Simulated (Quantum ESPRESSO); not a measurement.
# F on fcc sites of Co(0001), stepped through the coverage, part 2 of 10

Aim: how the results for F on fcc sites of Co(0001) change with the coverage.

Quantum ESPRESSO 7.5; plane-wave DFT, PBE, GBRV ultrasoft pseudopotentials.

So far. Step 2 (Variable-cell relaxation of the reference):  The last row is no step: it is a fresh SCF in the final cell with a new plane-wave basis, +2 meV from the row before. The relaxed cell has a = 2.491, c = 4.032 Å (conventional setting).

### Step 3. SCF with pw.x of the reference

A bulk run at that cell gives the reference energy and levels.

ref.bulk.in

```
&control
  prefix = 'ref.bulk'
  outdir = './out'
  pseudo_dir = './pseudo'
  calculation = 'scf'
  tprnfor = .true.
/
&system
  ibrav = 0
  nat = 2
  ntyp = 1
  ecutwfc = 40
  ecutrho = 200
  occupations = 'smearing'
  smearing = 'mv'
  degauss = 0.02
  nspin = 2
  starting_magnetization(1) = 0.28
/
&electrons
  conv_thr = 1e-09
  mixing_beta = 0.4
  electron_maxstep = 120
/
ATOMIC_SPECIES
  Co  58.9332  co_pbe_v1.2.uspp.F.UPF
CELL_PARAMETERS angstrom
  2.49074849200000 0.00000000000000 0.00000000000000
  -1.24537424600000 2.15705146900000 0.00000000000000
  0.00000000000000 0.00000000000000 4.03227086300000
ATOMIC_POSITIONS crystal
  Co  0.333333333300 0.666666666700 0.250000000000
  Co  0.666666666700 0.333333333300 0.750000000000
K_POINTS automatic
  19 19 10 0 0 0
```

The run is started by

```console
OMP_NUM_THREADS=1 mpirun -n 8 pw.x -nk 8 -in ref.bulk.in > ref.bulk.out
```

Log:

```text
[banner, memory and clock lines left out]
Program PWSCF v.7.5 starts
[citation notice left out]

[...]
Message from routine setup:
[...]
bravais-lattice index     =            0
     lattice parameter (alat)  =       4.7068  a.u.
     unit-cell volume          =     146.1964 (a.u.)^3
     number of atoms/cell      =            2
     number of atomic types    =            1
     number of electrons       =        34.00
     number of Kohn-Sham states=           21
     kinetic-energy cutoff     =      40.0000  Ry
     charge density cutoff     =     200.0000  Ry
     scf convergence threshold =      1.0E-09
     mixing beta               =       0.4000
     number of iterations used =            8  plain     mixing
     Exchange-correlation= SLA  PW   PBE  PBE
                           (   1   4   3   4   0   0   0)

[...]
PseudoPot. # 1 for Co read from file:
     ./pseudo/co_pbe_v1.2.uspp.F.UPF
     Pseudo is Ultrasoft + core correction, Zval = 17.0
     Generated by new atomic code, or converted to UPF format
     Using radial grid of  863 points,  6 beta functions with:
                l(1) =   0
                l(2) =   0
                l(3) =   1
                l(4) =   1
                l(5) =   2
                l(6) =   2
     Q(r) pseudized with  8 coefficients,  rinner =    1.200   1.200   1.200
                                                       1.200   1.200

     atomic species   valence    mass     pseudopotential
     Co               17.00    58.93320     Co( 1.00)

     Starting magnetic structure
     atomic species   magnetization
     Co              0.280

     24 Sym. Ops., with inversion, found (12 have fractional translation)

[...]
number of k points=   240  Marzari-Vanderbilt smearing, width (Ry)=  0.0200

     Number of k-points >= 100: set verbosity='high' to print them.

     Dense  grid:     6983 G-vectors     FFT dimensions: (  24,  24,  36)

     Smooth grid:     5023 G-vectors     FFT dimensions: (  20,  20,  32)

     Check: negative core charge=   -0.000062
     Generating pointlists ...
     new r_m :   0.4101 (alat units)  1.9304 (a.u.) for type    1

     Initial potential from superposition of free atoms

     starting charge      32.0000, renormalised to      34.0000
     Starting wfcs are   26 randomized atomic wfcs

     per-process dynamical memory:    24.4 Mb

     Self-consistent Calculation

     iteration #  1     ecut=    40.00 Ry     beta= 0.40
     Davidson diagonalization with overlap
     ethr =  1.00E-02,  avg # of iterations =  2.4

     total energy              =    -592.81053817 Ry
     estimated scf accuracy    <      13.55978879 Ry

     total magnetization       =     4.18 Bohr mag/cell
     absolute magnetization    =     4.34 Bohr mag/cell

     iteration #  2     ecut=    40.00 Ry     beta= 0.40
[...]
total energy              =    -596.19582385 Ry
     estimated scf accuracy    <       4.08597844 Ry

     total magnetization       =     3.12 Bohr mag/cell
     absolute magnetization    =     3.47 Bohr mag/cell

     iteration #  3     ecut=    40.00 Ry     beta= 0.40
[...]
total energy              =    -596.95239783 Ry
     estimated scf accuracy    <       0.10233461 Ry

     total magnetization       =     3.94 Bohr mag/cell
     absolute magnetization    =     4.31 Bohr mag/cell

     iteration #  4     ecut=    40.00 Ry     beta= 0.40
[...]
total energy              =    -596.97450724 Ry
     estimated scf accuracy    <       0.02725116 Ry

     total magnetization       =     3.50 Bohr mag/cell
     absolute magnetization    =     3.94 Bohr mag/cell

     iteration #  5     ecut=    40.00 Ry     beta= 0.40
[...]
total energy              =    -596.97604019 Ry
     estimated scf accuracy    <       0.00875376 Ry

     total magnetization       =     3.41 Bohr mag/cell
     absolute magnetization    =     3.84 Bohr mag/cell

     iteration #  6     ecut=    40.00 Ry     beta= 0.40
[...]
total energy              =    -596.97754245 Ry
     estimated scf accuracy    <       0.00045072 Ry

     total magnetization       =     3.32 Bohr mag/cell
     absolute magnetization    =     3.72 Bohr mag/cell

[...]
iteration # 10     ecut=    40.00 Ry     beta= 0.40
[...]
total energy              =    -596.97768817 Ry
     estimated scf accuracy    <       0.00000010 Ry

     total magnetization       =     3.29 Bohr mag/cell
     absolute magnetization    =     3.66 Bohr mag/cell

     iteration # 11     ecut=    40.00 Ry     beta= 0.40
[...]
total energy              =    -596.97768821 Ry
     estimated scf accuracy    <       0.00000001 Ry

     total magnetization       =     3.29 Bohr mag/cell
     absolute magnetization    =     3.66 Bohr mag/cell

     iteration # 12     ecut=    40.00 Ry     beta= 0.40
[...]
total energy              =    -596.97768822 Ry
     estimated scf accuracy    <          5.5E-09 Ry

     total magnetization       =     3.29 Bohr mag/cell
     absolute magnetization    =     3.66 Bohr mag/cell

     iteration # 13     ecut=    40.00 Ry     beta= 0.40
[...]
Magnetic moment per site  (integrated on atomic sphere of radius R)
     atom   1 (R=0.410)  charge= 15.5879  magn=  1.7295
     atom   2 (R=0.410)  charge= 15.5879  magn=  1.7295

[...]
End of self-consistent calculation

     Number of k-points >= 100: set verbosity='high' to print the bands.

     the Fermi energy is    18.5222 ev

!    total energy              =    -596.97768822 Ry
     estimated scf accuracy    <          3.7E-10 Ry
     smearing contrib. (-TS)   =       0.00107245 Ry
     internal energy E=F+TS    =    -596.97876067 Ry

     The total energy is F=E-TS. E is the sum of the following terms:
     one-electron contribution =    -308.79640035 Ry
     hartree contribution      =     176.43422551 Ry
     xc contribution           =     -65.36948762 Ry
     ewald contribution        =    -399.24709822 Ry

     total magnetization       =     3.29 Bohr mag/cell
     absolute magnetization    =     3.66 Bohr mag/cell

     convergence has been achieved in  13 iterations

     Forces acting on atoms (cartesian axes, Ry/au):

     atom    1 type  1   force =    -0.00000000   -0.00000000    0.00000000
     atom    2 type  1   force =     0.00000000    0.00000000    0.00000000

     Total force =     0.000000     Total SCF correction =     0.000000

[...]
```

It took 12 s on 8 MPI ranks of Arm Neoverse V1, shared host; peak memory 0.47 GiB; 92 s of CPU time.

Numbers from this step:

* free energy: -8122.2952 eV
* site moments: 1.730, 1.730 μB

### Step 4. Relaxing the ions of the reference

The free molecule gives the reference for adsorption energies.

System of this step: F2 molecule in a box. The cell holds 2 atoms: 2 F. Cell: a = 11.000 Å, b = 11.500 Å, c = 13.000 Å, α = 90.0°, β = 90.0°, γ = 90.0°. Vacuum lies along a, b and c.

ref.gas.in

```
&control
  prefix = 'ref.gas'
  outdir = './out'
  pseudo_dir = './pseudo'
  nstep = 40
  forc_conv_thr = 0.001
  calculation = 'relax'
/
&system
  ibrav = 0
  nat = 2
  ntyp = 1
  ecutwfc = 40
  ecutrho = 200
  occupations = 'smearing'
  smearing = 'gaussian'
  degauss = 0.002
/
&electrons
  conv_thr = 1e-07
  mixing_beta = 0.4
  electron_maxstep = 120
/
&ions
/
ATOMIC_SPECIES
  F   18.9984  f_pbe_v1.4.uspp.F.UPF
CELL_PARAMETERS angstrom
  11.00000000000000 0.00000000000000 0.00000000000000
  0.00000000000000 11.50000000000000 0.00000000000000
  0.00000000000000 0.00000000000000 13.00000000000000
ATOMIC_POSITIONS crystal
  F   0.500000000000 0.500000000000 0.445384615385
  F   0.500000000000 0.500000000000 0.554615384615
K_POINTS automatic
  1 1 1 0 0 0
```

The run is started by

```console
OMP_NUM_THREADS=1 mpirun -n 8 pw.x -nk 1 -in ref.gas.in > ref.gas.out
```

Log:

```text
[banner, memory and clock lines left out]
Program PWSCF v.7.5 starts

          URL

     Message from routine setup:
     using ibrav=0 with symmetry is DISCOURAGED, use correct ibrav instead

     bravais-lattice index     =            0
     lattice parameter (alat)  =      20.7870  a.u.
     unit-cell volume          =   11097.6361 (a.u.)^3
     number of atoms/cell      =            2
     number of atomic types    =            1
     number of electrons       =        14.00
     number of Kohn-Sham states=           11
     kinetic-energy cutoff     =      40.0000  Ry
     charge density cutoff     =     200.0000  Ry
     scf convergence threshold =      1.0E-07
     mixing beta               =       0.4000
     number of iterations used =            8  plain     mixing
     energy convergence thresh.=      1.0E-04
     force convergence thresh. =      1.0E-03
     Exchange-correlation=  SLA  PW   PBX  PBC
                           (   1   4   3   4   0   0   0)
     nstep                     =           40

     celldm(1)=  20.786987  celldm(2)=   0.000000  celldm(3)=   0.000000
     celldm(4)=   0.000000  celldm(5)=   0.000000  celldm(6)=   0.000000

     crystal axes: (cart. coord. in units of alat)
               a(1) = (   1.000000   0.000000   0.000000 )
               a(2) = (   0.000000   1.045455   0.000000 )
               a(3) = (   0.000000   0.000000   1.181818 )

     reciprocal axes: (cart. coord. in units 2 pi/alat)
               b(1) = (  1.000000  0.000000  0.000000 )
               b(2) = (  0.000000  0.956522  0.000000 )
               b(3) = (  0.000000  0.000000  0.846154 )

     PseudoPot. # 1 for F  read from file:
     ./pseudo/f_pbe_v1.4.uspp.F.UPF
     Pseudo is Ultrasoft, Zval =  7.0
     Generated by new atomic code, or converted to UPF format
     Using radial grid of  799 points,  4 beta functions with:
                l(1) =   0
                l(2) =   0
                l(3) =   1
                l(4) =   1
     Q(r) pseudized with  8 coefficients,  rinner =    0.950   0.950   0.950

     atomic species   valence    mass     pseudopotential
     F                 7.00    18.99840     F ( 1.00)

      8 Sym. Ops., with inversion, found

   Cartesian axes

     site n.     atom                  positions (alat units)
         1        F      tau(   1) = (   0.5000000   0.5227273   0.5263636  )
         2        F      tau(   2) = (   0.5000000   0.5227273   0.6554545  )

     number of k points=     1  Gaussian smearing, width (Ry)=  0.0020
                       cart. coord. in units 2pi/alat
        k(    1) = (   0.0000000   0.0000000   0.0000000), wk =   2.0000000

     Dense  grid:   530123 G-vectors     FFT dimensions: (  96, 100, 120)

     Smooth grid:   379275 G-vectors     FFT dimensions: (  90,  90, 100)

     Initial potential from superposition of free atoms

     negative rho (up, down):  1.872E-03 0.000E+00
     Starting wfcs are    8 randomized atomic wfcs +    3 random wfcs

     per-process dynamical memory:    43.8 Mb

     Self-consistent Calculation

     iteration #  1     ecut=    40.00 Ry     beta= 0.40
     Davidson diagonalization with overlap
     ethr =  1.00E-02,  avg # of iterations =  9.0

     Threshold (ethr) on eigenvalues was too large:
     Diagonalizing with lowered threshold

     Davidson diagonalization with overlap
     ethr =  9.62E-04,  avg # of iterations =  1.0

     negative rho (up, down):  1.235E-03 0.000E+00

     total energy              =     -96.92969173 Ry
     estimated scf accuracy    <       0.13416970 Ry

     iteration #  2     ecut=    40.00 Ry     beta= 0.40
     Davidson diagonalization with overlap
     ethr =  9.58E-04,  avg # of iterations =  1.0

     negative rho (up, down):  4.867E-03 0.000E+00

     total energy              =     -96.91580398 Ry
     estimated scf accuracy    <       0.03782067 Ry

     iteration #  3     ecut=    40.00 Ry     beta= 0.40
     Davidson diagonalization with overlap
     ethr =  2.70E-04,  avg # of iterations =  1.0

     negative rho (up, down):  4.436E-03 0.000E+00

     total energy              =     -96.91751172 Ry
     estimated scf accuracy    <       0.00104106 Ry

     iteration #  4     ecut=    40.00 Ry     beta= 0.40
     Davidson diagonalization with overlap
     ethr =  7.44E-06,  avg # of iterations =  9.0

     negative rho (up, down):  3.648E-03 0.000E+00

     total energy              =     -96.91759208 Ry
     estimated scf accuracy    <       0.00000663 Ry

     iteration #  5     ecut=    40.00 Ry     beta= 0.40
     Davidson diagonalization with overlap
     ethr =  4.74E-08,  avg # of iterations =  2.0

     negative rho (up, down):  3.412E-03 0.000E+00

     total energy              =     -96.91758919 Ry
     estimated scf accuracy    <       0.00000183 Ry

     iteration #  6     ecut=    40.00 Ry     beta= 0.40
     Davidson diagonalization with overlap
     ethr =  1.30E-08,  avg # of iterations =  2.0

     negative rho (up, down):  3.441E-03 0.000E+00

     End of self-consistent calculation

          k = 0.0000 0.0000 0.0000 ( 47391 PWs)   bands (ev):

   -33.8515 -27.6473 -15.2467 -12.7031 -12.7031  -9.3893  -9.3893  -5.8832
    -0.4120   0.4660   0.5332

     the Fermi energy is    -7.9269 ev

!    total energy              =     -96.91758704 Ry
     estimated scf accuracy    <       0.00000009 Ry
     smearing contrib. (-TS)   =      -0.00000000 Ry
     internal energy E=F+TS    =     -96.91758704 Ry

     The total energy is F=E-TS. E is the sum of the following terms:
     one-electron contribution =    -186.96521484 Ry
     hartree contribution      =      96.46087320 Ry
     xc contribution           =     -18.27339181 Ry
     ewald contribution        =      11.86014640 Ry

     convergence has been achieved in   6 iterations

     Forces acting on atoms (cartesian axes, Ry/au):

     atom    1 type  1   force =     0.00000000    0.00000000    0.00079917
     atom    2 type  1   force =     0.00000000    0.00000000   -0.00079917

     Total force =     0.001130     Total SCF correction =     0.000974
     SCF correction compared to forces is large: reduce conv_thr to get better values

     BFGS Geometry Optimization
     Energy error            =      1.3E-06 Ry
     Gradient error          =      8.0E-04 Ry/Bohr

     bfgs converged in   1 scf cycles and   0 bfgs steps
     (criteria: energy <  1.0E-04 Ry, force <  1.0E-03 Ry/Bohr)

     End of BFGS Geometry Optimization

     Final energy             =     -96.9175870436 Ry
Begin final coordinates

ATOMIC_POSITIONS (crystal)
F                0.5000000000        0.5000000000        0.4453846154
F                0.5000000000        0.5000000000        0.5546153846
End final coordinates

     XML data file, charge density, pseudopotentials, collected wavefunctions

                                        0.00s GPU  (      33 calls)
```

Elapsed: 2.8 s, on 8 MPI ranks; peak memory 0.66 GiB; 22 s of CPU time.

No atom moved by 0.005 Å in the relaxation.

Numbers from this step:

| Item | Value |
| --- | --- |
| free energy | -1318.6309 eV |
| Fermi energy | -7.927 eV |

(Part 2 of 10 ends here.)

[Logs are printed without paths, hosts, clocks, repeated set-up lines and the standing remarks that a program may print on its own settings, such as how far it seeks lower states.]

[Hosts, paths, dates, database ids (printed as entryN), source tags and the programs' standing remarks are cut or masked in the printed files.]

[Maps of the electrostatic potential energy from Ansatz leave out the sawtooth potential of an applied field or a dipole correction, so their vacuum need not be flat; planar profiles and work functions include it.]
